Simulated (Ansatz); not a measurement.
A run of Ansatz 0.2.0:

File input.yaml:

```yaml
crystal:
  lattice:
    - [3.1967, 0.0, 0.0]
    - [-1.59835, 2.7684234083, 0.0]
    - [0.0, 0.0, 5.0578]
  atoms:
    - { symbol: Hf, position: [0.6666666667, 0.3333333333, 0.75] }
    - { symbol: Hf, position: [0.3333333333, 0.6666666667, 0.25] }
kpoints:
  mp_grid: { grid: [10, 10, 5] }
  band_path:
    path:
      - [0.0, 0.0, 0.0]
      - [0.5, 0.0, 0.0]
      - [0.3333333333, 0.3333333333, 0.0]
      - [0.0, 0.0, 0.0]
      - [0.0, 0.0, 0.5]
      - [0.5, 0.0, 0.5]
      - [0.3333333333, 0.3333333333, 0.5]
      - [0.0, 0.0, 0.5]
    npoints: 10
scf:
  occupations: { method: fermi_dirac, width: 0.05 }
hamiltonian:
  xc: pbesol
  pseudopotentials: { kind: all_electron, lapw: { basis_error: 0.001 } }
output:
  forces: true
  stress: true
  eigenvalues: true
```

Potentials or basis: all-electron LAPW, scalar-relativistic.

The run is started by

```console
$ ansatz run input.yaml --threads 1 --pin off --max-ram 3072MiB --backend cpu --events-out ev --progress --plain --runs-dir out
```

Hardware: 1 thread of Arm Neoverse V1 (shared host).

**Question.** How long does it take, and how much memory?

**Answer.** Run time: 28 s on 1 thread of Arm Neoverse V1 (shared host), peak memory 0.33 GiB. Counts: scf iterations 9, plane waves 313, k points 42, bands 44.
